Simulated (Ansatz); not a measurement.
Ansatz input

```yaml
crystal:
  lattice:
    - [-2.9584840947, 2.6219121003, 1.3549880805]
    - [2.6219121003, -2.9584840947, 1.3549880805]
    - [3.4401374109, 3.4401374109, -1.9714203045]
  atoms:
    - { symbol: Se, position: [0.0605863643, 0.9394136357, 0.0] }
    - { symbol: Se, position: [0.6894136357, 0.3105863643, 0.5] }
hamiltonian:
  xc: r2scan
  pseudopotentials:
    kind: paw
    azcp:
      Se: "pseudopotentials/Se.paw.azcp"
basis:
  ecutwfc: 500
  fft_grid_basis: typed
kpoints:
  mp_grid: { grid: [15, 15, 8], shift: [0, 0, 0] }
magnetization:
  spin_polarized: false
scf:
  occupations: { method: fermi_dirac, width: 0.1 }
  lower_state_search: "off"
output:
  stress: true
  write_density: true
  write_potential: true
  elf: true
  volumetric_format: npy
```

Terminal output

```
Engine: ansatz 0.2.0, x86_64-unknown-linux-gnu
Pseudopotentials: kind: paw
Pseudopotential: Se, paw, valence charge 16, recommended cutoff 500 eV (meta_gga) 
Functional definition: r2SCAN
  parameter k0 = 0.174
  parameter k1 = 0.065
  parameter a1 = 4.9479
  exchange = r2scan_x(k0 = k0, k1 = k1, a1 = a1)
  correlation = r2scan_c
Crystal: 2 atoms, lattice volume = 48.322 Å³
Basis set: ecut = 500 eV, 1215 PW (Γ), exchange–correlation on 128×128×160 points (64 copies of the dense FFT grid, shifted against one another)
Bands: 20, of which v1, the nominal top of the filled ones, is band 16 counted from 1 (15 counted from 0)
Symmetry: 4 space group operations
Space group: C2/c (ITA 15), of the structure as read, at distance tolerance 3.6e-5 Å
k-points: 488 of 1800
Non-local potential: Se, projectors of the file, l = 0: 2, l = 1: 2, l = 2: 3, l = 3: 1
PAW form: soft (Blöchl's): semilocal exchange-correlation on the pseudo side does not see the compensation charge
PAW frozen core: Se, regenerated for the run's functional (the file was generated under x = pbe(κ = 0.804, μ = 0.2195149727645171), c = pbe(β = 0.06672455060314922))
PAW one-centre angular grid: Se, 590 points (default); XC on 160 Gauss nodes
Initial density: superposition of atomic densities (neutral atoms: chi_scale 0, normalization atom), corrected by the library's trained network
Initial wavefunctions: pseudopotential atomic-orbital guess
Functional: x = r2scan, c = r2scan; τ floored in thin density (d = 2e-4 eV/Å³)
SCF iter   1: F=-10955.765466 eV  HF=-10955.755714 eV  |F-HF|=9.75e-3  |Δ(HF+E_count)|=         —  Δρ=2.92e-3  dr2=2.44e-3  dr2_τ=4.10e-3  ethr=1.77e-3  ⟨swp⟩=5.1  Hψ=47381  notcnv=0
SCF iter   2: F=-10955.767132 eV  HF=-10955.766549 eV  |F-HF|=5.83e-4  |Δ(HF+E_count)|=   1.08e-2  Δρ=2.05e-3  dr2=1.32e-3  dr2_τ=2.28e-5  ethr=7.64e-6  ⟨swp⟩=2.0  Hψ=25376  notcnv=0
SCF iter   3: F=-10955.767213 eV  HF=-10955.767080 eV  |F-HF|=1.33e-4  |Δ(HF+E_count)|=   5.31e-4  Δρ=9.32e-4  dr2=3.51e-4  dr2_τ=5.42e-6  ethr=4.13e-6  ⟨swp⟩=1.0  Hψ=11712  notcnv=0
SCF iter   4: F=-10955.767248 eV  HF=-10955.767246 eV  |F-HF|=1.95e-6  |Δ(HF+E_count)|=   1.66e-4  Δρ=1.79e-4  dr2=2.34e-5  dr2_τ=3.88e-7  ethr=1.10e-6  ⟨swp⟩=2.0  Hψ=14632  notcnv=0
SCF iter   5: F=-10955.767253 eV  HF=-10955.767254 eV  |F-HF|=1.09e-6  |Δ(HF+E_count)|=   8.07e-6  Δρ=4.46e-5  dr2=2.41e-6  dr2_τ=3.24e-8  ethr=7.31e-8  ⟨swp⟩=2.1  Hψ=16362  notcnv=0
SCF iter   6: F=-10955.767254 eV  HF=-10955.767254 eV  |F-HF|=5.76e-8  |Δ(HF+E_count)|=   3.22e-7  Δρ=1.77e-5  dr2=1.88e-7  dr2_τ=3.77e-9  ethr=7.53e-9  ⟨swp⟩=2.3  Hψ=14328  notcnv=0
SCF iter   7: F=-10955.767254 eV  HF=-10955.767254 eV  |F-HF|=7.90e-9  |Δ(HF+E_count)|=   7.99e-8  Δρ=5.55e-6  dr2=2.30e-8  dr2_τ=2.24e-10  ethr=3.13e-10  ⟨swp⟩=8.2  Hψ=58272  notcnv=0
SCF 1 converged in 7 iterations: F = -10955.767254 eV  dr2 = 2.30e-8
SCF converged after 7 iterations
Free energy (F): -10955.767254 eV
Harris-Foulkes:  -10955.767254 eV  (|F-HF|=7.90e-9)
Internal energy: -10955.749724 eV  (E = F + TS)
E sigma→0 (E₀):  -10955.758489 eV
Entropy (-TS):   -0.017530 eV (-8.765 meV/atom)
Fermi energy:    8.576225 eV
--- Per-component energies (eV) ---
  E_band       = -799.173484
  E_kinetic    = 236.240264
  E_local      = -4921.645742  (includes V_loc(G=0)·N_el)
  E_nonlocal   = -1187.423132
  E_hartree    = 2431.932805
  E_xc         = -195.913164
  E_vxc        = -211.204402  (∫ρ·V_xc dr)
  E_paw        = -3851.749269  (= ΣΔE_a)
  E_vpaw       = 410.315706  (= ΣTr[D̂ρ^β])
  E_aug_tail   = -0.000416  (compensation charges beyond the density's cutoff)
  E_vtau       = 10.678723  (kinetic-family band-sum trace: ∫τ·v_τ [+ j·A + Jᵃ·Aᵃ] dr)
  E_ewald      = -3463.661528
  E_core_change = -3.529541  (= ΣΔE_core)
  E_smearing   = -0.017530  (= −TS)
  E_closure    = 0.000000  (closes the sum)
  Σ components = -10955.767254   (vs F -10955.767254, Δ=0.00e0)
--- Stress (GPa, compression-positive) ---
        5.302062       3.502316       0.383259
        3.502316       5.302062       0.383259
        0.383259       0.383259       6.364741
  P = ⅓ Tr σ = 5.6563 GPa (56.563 kbar)
--- Band table (eV; the first three rows and the last of 488) ---
  k-point 0: bands = ["-41.0060", "-40.9606", "-40.9445", "-40.9311", "-40.8585", "-40.8198", "-40.7529", "-40.7494", "-40.7471", "-40.7387", "-8.7413", "-3.8035", "1.1306", "5.8062", "5.9893", "10.5937", "11.4030", "13.5662", "14.7460", "15.9809"]
  k-point 1: bands = ["-41.0047", "-40.9595", "-40.9489", "-40.9323", "-40.8551", "-40.8205", "-40.7527", "-40.7495", "-40.7466", "-40.7387", "-8.6311", "-4.2206", "1.5706", "5.7427", "6.2369", "10.6808", "10.9623", "13.4153", "15.1689", "15.3299"]
  k-point 2: bands = ["-41.0006", "-40.9596", "-40.9564", "-40.9356", "-40.8475", "-40.8227", "-40.7522", "-40.7498", "-40.7450", "-40.7389", "-8.3026", "-5.1307", "2.5088", "5.5098", "6.9749", "10.2471", "10.9407", "13.0094", "14.0907", "15.9110"]
  k-point 487: bands = ["-40.9842", "-40.9842", "-40.9462", "-40.9462", "-40.8319", "-40.8319", "-40.7508", "-40.7508", "-40.7409", "-40.7409", "-6.7921", "-6.7921", "2.5851", "2.5851", "9.9594", "9.9594", "11.7392", "11.7392", "17.2808", "17.2808"]
```

Launched by

```sh
ansatz run input.yaml --threads 1 --pin off --max-ram 3584MiB --backend cpu --events-out ev --progress --plain --runs-dir out
```

On 1 thread of Intel(R) Xeon(R) Platinum 8259CL CPU @ 2.50GHz (Skylake/Cascade Lake) (shared host) this took about 98 s of wall time and 98 s of CPU time.
